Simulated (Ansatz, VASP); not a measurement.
**Tl in VASP and in Ansatz**

File INCAR:

```
SYSTEM = Tl
  PREC = Accurate
  ENCUT = 600
  EDIFF = 1E-6
  ISMEAR = -1
  SIGMA = 0.05
  LREAL = .False.
  LASPH = .True.
  NELM = 100
  ALGO = Normal
  ISIF = 3
  LWAVE = .False.
  LCHARG = .False.
  GGA = PE
  IBRION = 2
  NSW = 45
  EDIFFG = -0.005
```

KPOINTS

```
regular mesh
0
Gamma
  11 11 11
  0 0 0
```

The input POSCAR:

```
Tl
1.0
    0.0000000000      3.5591753938      3.5591753938
    3.5591753938      0.0000000000      3.5591753938
    3.5591753938      3.5591753938      0.0000000000
Tl
2
Direct
   -0.1250000000     -0.1250000000     -0.1250000000
    0.1250000000      0.1250000000      0.1250000000
```

Input for Ansatz:

```yaml
crystal:
  lattice:
    - [0.0, 3.5591753938, 3.5591753938]
    - [3.5591753938, 0.0, 3.5591753938]
    - [3.5591753938, 3.5591753938, 0.0]
  atoms:
    - { symbol: Tl, position: [-0.125, -0.125, -0.125] }
    - { symbol: Tl, position: [0.125, 0.125, 0.125] }
kpoints:
  mp_grid: { grid: [11, 11, 11] }
scf:
  occupations: { method: fermi_dirac, width: 0.05 }
hamiltonian:
  xc: pbe
  pseudopotentials: { kind: all_electron, lapw: { basis_error: 0.0005 } }
output:
  forces: true
  stress: true
  eigenvalues: true
  populations: true
relax:
  f_tol: 0.005
  max_steps: 25
  cell: {}
```

Alike in both runs: task relaxation of cell and atoms; functional PBE; k mesh 11 × 11 × 11; occupations fermi-dirac, width 0.05 eV; no spin polarisation.

|  | VASP | Ansatz |
| --- | --- | --- |
| version | VASP 6.6.1 | Ansatz 0.2.0 |
| potentials or method | VASP PAW PBE potentials, release 64 (Tl_d) | all-electron LAPW, scalar-relativistic |
| plane-wave cutoff (eV) | 600 | see its input |

```tsv
	VASP	Ansatz	Ansatz less VASP
relaxed volume (Å³/atom)	45.09	45.09	0.000
relaxed cell length with the largest relative difference (Å)	5.033	5.033	0.0000
```

Ansatz ran all-electron here, so the differences hold the error of VASP's frozen core and of both bases.

Caveats: the relaxation stopped at its first step, so nothing moved. The runs have no spin-orbit coupling, so splittings on Tl are missing.
